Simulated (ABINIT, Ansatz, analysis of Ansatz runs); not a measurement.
# Preparing AlN (P6_3mc) as a host crystal, part 3 of 3

Aim: the runs on the perfect crystal AlN (P6_3mc) that a defect calculation needs first.

Ansatz 0.2.0; plane-wave PAW DFT, LDA; relaxation of the host's cell and atoms (the session's first sound run).

So far: Starting point; Host cell relaxation; Defect free supercell on its symmetric sites.

### Step 4. Defect free supercell relaxed from displaced atoms

This step: plane-wave PAW DFT, LDA; relaxation of the defect-free supercell from random displacements, a test of the host's stability (Ansatz 0.2.0).

Input file pristine.rattled/input.yaml:

```yaml
crystal:
  lattice:
    - [9.2665478325, 8.55e-08, 0.0]
    - [-4.6332739903, 8.0250657856, 0.0]
    - [0.0, 0.0, 9.8860872122]
  atoms:
    - { symbol: Al, position: [0.2222222222, 0.1111111111, 0.2495020966] }
    - { symbol: Al, position: [0.1111111111, 0.2222222222, 0.4995020966] }
    - { symbol: "N", position: [0.2222222222, 0.1111111111, 0.4404979034] }
    - { symbol: "N", position: [0.1111111111, 0.2222222222, 0.1904979034] }
    - { symbol: Al, position: [0.2222222222, 0.1111111111, 0.7495020966] }
    - { symbol: Al, position: [0.1111111111, 0.2222222222, 0.9995020966] }
    - { symbol: "N", position: [0.2222222222, 0.1111111111, 0.9404979034] }
    - { symbol: "N", position: [0.1111111111, 0.2222222222, 0.6904979035] }
    - { symbol: Al, position: [0.2222222222, 0.4444444444, 0.2495020966] }
    - { symbol: Al, position: [0.1111111111, 0.5555555556, 0.4995020966] }
    - { symbol: "N", position: [0.2222222222, 0.4444444444, 0.4404979034] }
    - { symbol: "N", position: [0.1111111111, 0.5555555556, 0.1904979034] }
    - { symbol: Al, position: [0.2222222222, 0.4444444444, 0.7495020966] }
    - { symbol: Al, position: [0.1111111111, 0.5555555556, 0.9995020966] }
    - { symbol: "N", position: [0.2222222222, 0.4444444444, 0.9404979034] }
    - { symbol: "N", position: [0.1111111111, 0.5555555556, 0.6904979035] }
    - { symbol: Al, position: [0.2222222222, 0.7777777778, 0.2495020966] }
    - { symbol: Al, position: [0.1111111111, 0.8888888889, 0.4995020966] }
    - { symbol: "N", position: [0.2222222222, 0.7777777778, 0.4404979034] }
    - { symbol: "N", position: [0.1111111111, 0.8888888889, 0.1904979034] }
    - { symbol: Al, position: [0.2222222222, 0.7777777778, 0.7495020966] }
    - { symbol: Al, position: [0.1111111111, 0.8888888889, 0.9995020966] }
    - { symbol: "N", position: [0.2222222222, 0.7777777778, 0.9404979034] }
    - { symbol: "N", position: [0.1111111111, 0.8888888889, 0.6904979035] }
    - { symbol: Al, position: [0.5555555556, 0.1111111111, 0.2495020966] }
    - { symbol: Al, position: [0.4444444444, 0.2222222222, 0.4995020966] }
    - { symbol: "N", position: [0.5555555556, 0.1111111111, 0.4404979034] }
    - { symbol: "N", position: [0.4444444444, 0.2222222222, 0.1904979034] }
    - { symbol: Al, position: [0.5555555556, 0.1111111111, 0.7495020966] }
    - { symbol: Al, position: [0.4444444444, 0.2222222222, 0.9995020966] }
    - { symbol: "N", position: [0.5555555556, 0.1111111111, 0.9404979034] }
    - { symbol: "N", position: [0.4444444444, 0.2222222222, 0.6904979035] }
    - { symbol: Al, position: [0.5555555556, 0.4444444444, 0.2495020966] }
    - { symbol: Al, position: [0.4444444444, 0.5555555556, 0.4995020966] }
    - { symbol: "N", position: [0.5555555556, 0.4444444444, 0.4404979034] }
    - { symbol: "N", position: [0.4444444444, 0.5555555556, 0.1904979034] }
    - { symbol: Al, position: [0.5555555556, 0.4444444444, 0.7495020966] }
    - { symbol: Al, position: [0.4444444444, 0.5555555556, 0.9995020966] }
    - { symbol: "N", position: [0.5555555556, 0.4444444444, 0.9404979034] }
    - { symbol: "N", position: [0.4444444444, 0.5555555556, 0.6904979035] }
    - { symbol: Al, position: [0.5555555556, 0.7777777778, 0.2495020966] }
    - { symbol: Al, position: [0.4444444444, 0.8888888889, 0.4995020966] }
    - { symbol: "N", position: [0.5555555556, 0.7777777778, 0.4404979034] }
    - { symbol: "N", position: [0.4444444444, 0.8888888889, 0.1904979034] }
    - { symbol: Al, position: [0.5555555556, 0.7777777778, 0.7495020966] }
    - { symbol: Al, position: [0.4444444444, 0.8888888889, 0.9995020966] }
    - { symbol: "N", position: [0.5555555556, 0.7777777778, 0.9404979034] }
    - { symbol: "N", position: [0.4444444444, 0.8888888889, 0.6904979035] }
    - { symbol: Al, position: [0.8888888889, 0.1111111111, 0.2495020966] }
    - { symbol: Al, position: [0.7777777778, 0.2222222222, 0.4995020966] }
    - { symbol: "N", position: [0.8888888889, 0.1111111111, 0.4404979034] }
    - { symbol: "N", position: [0.7777777778, 0.2222222222, 0.1904979034] }
    - { symbol: Al, position: [0.8888888889, 0.1111111111, 0.7495020966] }
    - { symbol: Al, position: [0.7777777778, 0.2222222222, 0.9995020966] }
    - { symbol: "N", position: [0.8888888889, 0.1111111111, 0.9404979034] }
    - { symbol: "N", position: [0.7777777778, 0.2222222222, 0.6904979035] }
    - { symbol: Al, position: [0.8888888889, 0.4444444444, 0.2495020966] }
    - { symbol: Al, position: [0.7777777778, 0.5555555556, 0.4995020966] }
    - { symbol: "N", position: [0.8888888889, 0.4444444444, 0.4404979034] }
    - { symbol: "N", position: [0.7777777778, 0.5555555556, 0.1904979034] }
    - { symbol: Al, position: [0.8888888889, 0.4444444444, 0.7495020966] }
    - { symbol: Al, position: [0.7777777778, 0.5555555556, 0.9995020966] }
    - { symbol: "N", position: [0.8888888889, 0.4444444444, 0.9404979034] }
    - { symbol: "N", position: [0.7777777778, 0.5555555556, 0.6904979035] }
    - { symbol: Al, position: [0.8888888889, 0.7777777778, 0.2495020966] }
    - { symbol: Al, position: [0.7777777778, 0.8888888889, 0.4995020966] }
    - { symbol: "N", position: [0.8888888889, 0.7777777778, 0.4404979034] }
    - { symbol: "N", position: [0.7777777778, 0.8888888889, 0.1904979034] }
    - { symbol: Al, position: [0.8888888889, 0.7777777778, 0.7495020966] }
    - { symbol: Al, position: [0.7777777778, 0.8888888889, 0.9995020966] }
    - { symbol: "N", position: [0.8888888889, 0.7777777778, 0.9404979034] }
    - { symbol: "N", position: [0.7777777778, 0.8888888889, 0.6904979035] }
basis:
  ecutwfc: 420
  xc_grid: 2
hamiltonian:
  xc: lda
kpoints:
  mp_grid: { grid: [1, 1, 1], shift: [0.25, 0.25, 0.25] }
scf:
  occupations: { method: fermi_dirac, width: 0.01 }
  max_iter: 80
output:
  forces: true
relax:
  f_tol: 0.01
  max_steps: 120
  random_displacement: { amplitude: 0.08, seed: 5796 }
```

The run is started by

```
$ ansatz run input.yaml --threads 4 --pin off --max-ram 15073MiB --backend cpu --events-out ev --progress --plain --runs-dir out
```

Numbers of over 12 decimals in the logs are rounded to 6 here.

What it wrote:

```text
[...]
Crystal: 72 atoms, lattice volume = 735.175 Å³
Basis set: ecut = 420 eV, 14445 PW (Γ), exchange–correlation on 128×128×144 points (8 copies of the dense FFT grid, shifted against one another)
Bands: 216, of which v1, the nominal top of the filled ones, is band 144 counted from 1 (143 counted from 0)
Symmetry: 1 space group operations
k-points: 1
[...]
SCF iter   1: F=—  HF=-32031.455917 eV  |F-HF|=—  |Δ(HF+E_count)|=         —  Δρ=1.05e-2  dr2=9.24e-1  ethr=1.77e-3  ⟨swp⟩=6.0  Hψ=990  notcnv=0  defer=34
[...]
SCF iter   6: F=-32031.158981 eV  HF=-32031.158982 eV  |F-HF|=5.73e-7  |Δ(HF+E_count)|=   9.55e-6  Δρ=1.44e-5  dr2=1.04e-6  ethr=8.68e-10  ⟨swp⟩=2.0  Hψ=627  notcnv=0
SCF 1 converged in 6 iterations: F = -32031.158981 eV  dr2 = 1.04e-6
[...]
relax step   1: F+E_penalty+E_count = -32031.15898124 eV  Δ(F+E_penalty+E_count) = +0.000e0 eV  max|allowed force component| = 3.476e0 eV/Å  Δτ_max = 0.0000 Å  (6 SCF iters, dr2 threshold 2.50e-6 eV, accepted)
[...]
relax step   2: F+E_penalty+E_count = -32034.40147460 eV  Δ(F+E_penalty+E_count) = -3.242e0 eV  max|allowed force component| = 1.881e0 eV/Å  Δτ_max = 0.0720 Å  (6 SCF iters, dr2 threshold 1.00e-4 eV, accepted)
relax step   3: F+E_penalty+E_count = -32035.96288470 eV  Δ(F+E_penalty+E_count) = -1.561e0 eV  max|allowed force component| = 2.932e-2 eV/Å  Δτ_max = 0.0639 Å  (6 SCF iters, dr2 threshold 1.00e-4 eV, accepted)
relax step   4: F+E_penalty+E_count = -32035.96288734 eV  Δ(F+E_penalty+E_count) = -2.634e-6 eV  max|allowed force component| = 2.910e-2 eV/Å  Δτ_max = 0.0000 Å  (4 SCF iters, accepted)
relax step   5: F+E_penalty+E_count = -32035.95873981 eV  Δ(F+E_penalty+E_count) = +4.148e-3 eV  max|allowed force component| = 8.611e-2 eV/Å  Δτ_max = 0.0065 Å  (6 SCF iters, rejected (line search))
SCF iter   1: F=—  HF=-32035.964704 eV  |F-HF|=—  |Δ(HF+E_count)|=         —  Δρ=6.64e-4  dr2=4.00e-3  ethr=1.37e-5  ⟨swp⟩=3.0  Hψ=362  notcnv=0  defer=64
[...]
SCF iter   6: F=-32035.963486 eV  HF=-32035.963486 eV  |F-HF|=2.70e-8  |Δ(HF+E_count)|=   3.01e-8  Δρ=2.44e-6  dr2=3.91e-8  ethr=3.47e-11  ⟨swp⟩=3.0  Hψ=508  notcnv=0
SCF 6 converged in 6 iterations: F = -32035.963486 eV  dr2 = 3.91e-8
relax step   6: F+E_penalty+E_count = -32035.96348570 eV  Δ(F+E_penalty+E_count) = -5.984e-4 eV  max|allowed force component| = 8.073e-3 eV/Å  Δτ_max = 0.0024 Å  (6 SCF iters, accepted)
SCF converged after 6 iterations
Free energy (F): -32035.963486 eV
[...]
Internal energy: -32035.963486 eV  (E = F + TS)
E sigma→0 (E₀):  -32035.963486 eV
Fermi energy:    9.581188 eV
[...]
--- Forces (eV/Å), atoms counted from 1 ---
  atom   1  Al    -0.00385456    -0.00333021    -0.00074028
  atom   2  Al    -0.00417838     0.00490904     0.00138918
  atom   3  N      0.00033720    -0.00028319    -0.00057700
  atom   4  N      0.00002579    -0.00222520     0.00034487
  atom   5  Al    -0.00114211     0.00099039    -0.00026747
  atom   6  Al    -0.00807281    -0.00057237    -0.00299220
  atom   7  N      0.00069505    -0.00203436     0.00200668
  atom   8  N     -0.00067813    -0.00004246     0.00151687
  atom   9  Al     0.00269582     0.00300757     0.00192605
  atom  10  Al     0.00106821    -0.00383712    -0.00787405
  atom  11  N     -0.00230568    -0.00022245     0.00283480
  atom  12  N     -0.00686017     0.00134662     0.00448161
  atom  13  Al     0.00324978     0.00105895    -0.00171507
  atom  14  Al    -0.00362108     0.00170200    -0.00344749
  atom  15  N     -0.00323311     0.00136105    -0.00299775
  atom  16  N     -0.00370849     0.00053262     0.00453663
  atom  17  Al     0.00478804     0.00058790    -0.00479340
  atom  18  Al    -0.00617629    -0.00326702    -0.00043343
  atom  19  N     -0.00148113    -0.00368350     0.00269241
  atom  20  N     -0.00134781    -0.00188550     0.00068096
  atom  21  Al     0.00077056    -0.00123527     0.00423111
  atom  22  Al     0.00115839    -0.00787857    -0.00488186
  atom  23  N     -0.00401087    -0.00154714    -0.00463855
  atom  24  N     -0.00197585    -0.00289680     0.00065997
  atom  25  Al     0.00181768    -0.00171937    -0.00413542
  atom  26  Al    -0.00360339     0.00008038     0.00113922
  atom  27  N     -0.00006385     0.00335952     0.00085399
  atom  28  N      0.00059783    -0.00347260     0.00209852
  atom  29  Al    -0.00216571     0.00353476     0.00624755
  atom  30  Al     0.00580774    -0.00180035    -0.00438193
  atom  31  N      0.00258660     0.00417562     0.00045789
  atom  32  N      0.00152907    -0.00258434    -0.00096371
  atom  33  Al     0.00126727     0.00611389    -0.00091341
  atom  34  Al    -0.00619812     0.00374518     0.00280907
  atom  35  N      0.00320738    -0.00068047    -0.00007630
  atom  36  N     -0.00281002     0.00221520     0.00229240
  atom  37  Al    -0.00390827     0.00425435     0.00304265
  atom  38  Al     0.00126809     0.00348674    -0.00060098
  atom  39  N      0.00694649    -0.00031165    -0.00122639
  atom  40  N     -0.00047918     0.00222603    -0.00069161
[...]
atom  61  Al    -0.00066174     0.00209479    -0.00076751
  atom  62  Al    -0.00360324     0.00330612    -0.00672346
  atom  63  N      0.00582670     0.00093768    -0.00019659
  atom  64  N      0.00228273     0.00003812    -0.00005184
  atom  65  Al    -0.00116704     0.00129898    -0.00176602
  atom  66  Al    -0.00165937    -0.00343988     0.00057274
  atom  67  N      0.00472697    -0.00166659     0.00254940
  atom  68  N      0.00102513     0.00080227    -0.00126758
  atom  69  Al     0.00080785    -0.00052995    -0.00020751
  atom  70  Al    -0.00121553    -0.00021937    -0.00177562
  atom  71  N      0.00537165    -0.00320321     0.00411703
  atom  72  N      0.00446913    -0.00003333    -0.00121371
  max |Σ_I F_I| component: 1.03e-5 eV/Å
--- Relaxed structure (6 steps of the walk, 5 accepted, 0 SCFs on fresh bases) ---
  F+E_penalty+E_count = -32035.96348570 eV   max|allowed force component| = 8.073e-3 eV/Å
  atoms:
    - { symbol: Al, position: [0.222081, 0.111221, 0.249369] }
    - { symbol: Al, position: [0.110894, 0.222315, 0.499331] }
    - { symbol: N, position: [0.221858, 0.111416, 0.440169] }
    - { symbol: N, position: [0.111105, 0.222120, 0.190171] }
    - { symbol: Al, position: [0.222053, 0.111192, 0.749339] }
    - { symbol: Al, position: [0.110913, 0.222327, 0.999371] }
    - { symbol: N, position: [0.221831, 0.111426, 0.940147] }
    - { symbol: N, position: [0.111101, 0.222112, 0.690148] }
    - { symbol: Al, position: [0.222014, 0.444494, 0.249340] }
    - { symbol: Al, position: [0.110890, 0.555686, 0.499389] }
    - { symbol: N, position: [0.221826, 0.444730, 0.440149] }
    - { symbol: N, position: [0.111095, 0.555424, 0.190155] }
    - { symbol: Al, position: [0.222025, 0.444497, 0.749363] }
    - { symbol: Al, position: [0.110865, 0.555646, 0.999365] }
    - { symbol: N, position: [0.221800, 0.444702, 0.940184] }
    - { symbol: N, position: [0.111102, 0.555443, 0.690168] }
    - { symbol: Al, position: [0.221990, 0.777831, 0.249359] }
    - { symbol: Al, position: [0.110915, 0.889033, 0.499345] }
    - { symbol: N, position: [0.221820, 0.778083, 0.440156] }
    - { symbol: N, position: [0.111103, 0.888825, 0.190182] }
    - { symbol: Al, position: [0.222003, 0.777850, 0.749352] }
    - { symbol: Al, position: [0.110870, 0.889066, 0.999380] }
    - { symbol: N, position: [0.221782, 0.778065, 0.940195] }
    - { symbol: N, position: [0.111106, 0.888814, 0.690156] }
    - { symbol: Al, position: [0.555340, 0.111170, 0.249356] }
    - { symbol: Al, position: [0.444247, 0.222351, 0.499353] }
    - { symbol: N, position: [0.555130, 0.111381, 0.440154] }
    - { symbol: N, position: [0.444440, 0.222141, 0.190155] }
    - { symbol: Al, position: [0.555364, 0.111161, 0.749326] }
    - { symbol: Al, position: [0.444197, 0.222366, 0.999358] }
    - { symbol: N, position: [0.555119, 0.111392, 0.940161] }
    - { symbol: N, position: [0.444444, 0.222134, 0.690160] }
    - { symbol: Al, position: [0.555339, 0.444487, 0.249348] }
    - { symbol: Al, position: [0.444231, 0.555656, 0.499335] }
    - { symbol: N, position: [0.555139, 0.444722, 0.440152] }
    - { symbol: N, position: [0.444415, 0.555418, 0.190148] }
    - { symbol: Al, position: [0.555383, 0.444501, 0.749342] }
    - { symbol: Al, position: [0.444181, 0.555661, 0.999343] }
    - { symbol: N, position: [0.555114, 0.444744, 0.940175] }
    - { symbol: N, position: [0.444428, 0.555439, 0.690167] }
    - { symbol: Al, position: [0.555298, 0.777823, 0.249330] }
    - { symbol: Al, position: [0.444193, 0.889032, 0.499352] }
    - { symbol: N, position: [0.555133, 0.778072, 0.440153] }
    - { symbol: N, position: [0.444417, 0.888788, 0.190158] }
    - { symbol: Al, position: [0.555381, 0.777880, 0.749329] }
    - { symbol: Al, position: [0.444161, 0.889010, 0.999320] }
    - { symbol: N, position: [0.555114, 0.778063, 0.940164] }
    - { symbol: N, position: [0.444389, 0.888791, 0.690167] }
    - { symbol: Al, position: [0.888700, 0.111211, 0.249328] }
    - { symbol: Al, position: [0.777507, 0.222313, 0.499336] }
    - { symbol: N, position: [0.888492, 0.111395, 0.440156] }
    - { symbol: N, position: [0.777748, 0.222120, 0.190180] }
    - { symbol: Al, position: [0.888714, 0.111179, 0.749352] }
    - { symbol: Al, position: [0.777551, 0.222329, 0.999382] }
    - { symbol: N, position: [0.888481, 0.111377, 0.940178] }
    - { symbol: N, position: [0.777745, 0.222097, 0.690146] }
    - { symbol: Al, position: [0.888664, 0.444471, 0.249369] }
    - { symbol: Al, position: [0.777535, 0.555656, 0.499320] }
    - { symbol: N, position: [0.888462, 0.444718, 0.440178] }
    - { symbol: N, position: [0.777759, 0.555447, 0.190190] }
    - { symbol: Al, position: [0.888678, 0.444489, 0.749354] }
    - { symbol: Al, position: [0.777533, 0.555666, 0.999394] }
    - { symbol: N, position: [0.888431, 0.444713, 0.940177] }
    - { symbol: N, position: [0.777760, 0.555457, 0.690150] }
    - { symbol: Al, position: [0.888689, 0.777856, 0.249367] }
    - { symbol: Al, position: [0.777544, 0.889029, 0.499326] }
    - { symbol: N, position: [0.888477, 0.778086, 0.440164] }
    - { symbol: N, position: [0.777725, 0.888780, 0.190185] }
    - { symbol: Al, position: [0.888683, 0.777861, 0.749338] }
    - { symbol: Al, position: [0.777505, 0.888991, 0.999374] }
    - { symbol: N, position: [0.888451, 0.778089, 0.940154] }
    - { symbol: N, position: [0.777735, 0.888802, 0.690151] }
```

Wall time 31 s (4 threads of Arm Neoverse V1, shared host); peak memory 1.1 GiB; 2 min of CPU time.

Step by step:

| step | energy less that of the first step (eV) | largest force component (eV/Å) |
| --- | --- | --- |
| 1 | 0.0000 | 3.4756 |
| 2 | -3.2425 | 1.8815 |
| 3 | -4.8039 | 0.0293 |
| 4 | -4.8039 | 0.0291 |
| 5 | -4.7998 | 0.0861 |
| 6 | -4.8045 | 0.0081 |

Relaxation step 5 was tried and not accepted.

The relaxation ends 67 meV an atom lower than the displaced start, with a largest force component of 0.0081 eV/Å.

### Step 5. Results

* primitive cell vectors, lengths: 3.089, 3.089, 4.943 Å
* symmetric supercell less the displaced and relaxed one: 0.003 eV

**Reading.** Step 2: The cell shrank by 4.0 % in volume. Step 4: The energy fell by 4.805 eV from the randomly displaced start; the atoms end within 0.005 Å of the sites as typed, once the mean shift is taken out. The displaced cell ends within 0.01 eV of the symmetric one, so no lower structure shows in this supercell. All at zero temperature.

[Logs are printed without paths, hosts, clocks, repeated set-up lines and the standing remarks that a program may print on its own settings, such as how far it seeks lower states.]

[Hosts, paths, dates, database ids (printed as entryN), source tags and the programs' standing remarks are cut or masked in the printed files.]

[Runs of the host that timed out are not shown.]

[For some hosts the program warned that the k-mesh of the response run may be too coarse for force constants and the static dielectric constant; such warnings are not always shown.]
